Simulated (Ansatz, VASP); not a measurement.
**Pb in VASP and in Ansatz**

```
CELL_PARAMETERS angstrom
3.19966 0.00000 0.00000
0.00000 3.19966 0.00000
0.00000 0.00000 3.19966
ATOMIC_POSITIONS crystal
Pb 0.00000 0.00000 0.00000
```

The cell was built by a generator and needn't be a form met in nature.

Alike in both runs: task relaxation of cell and atoms; functional LDA; k mesh 10 × 10 × 10; occupations fermi-dirac, width 0.1 eV; no spin polarisation.

```csv
,VASP,Ansatz
version,VASP 6.6.1,Ansatz 0.2.0
potentials or method,"VASP PAW LDA potentials, release 64 (Pb_d)","plane waves (420 eV) with PAW, scalar-relativistic"
plane-wave cutoff (eV),600,420
valence electrons in the cell,14,14
```

|  | VASP | Ansatz | Ansatz less VASP |
| --- | --- | --- | --- |
| relaxed volume (Å³/atom) | 31.18 | 31.11 | -0.062 |
| relaxed cell length with the largest relative difference (Å) | 3.147 | 3.145 | -0.0021 |
| energy change over the relaxation (meV/atom) | -11 | -12 | -1.1 |

Ansatz warned: «pseudo_functional_mismatch».

The runs have no spin-orbit coupling, so splittings on Pb are missing.
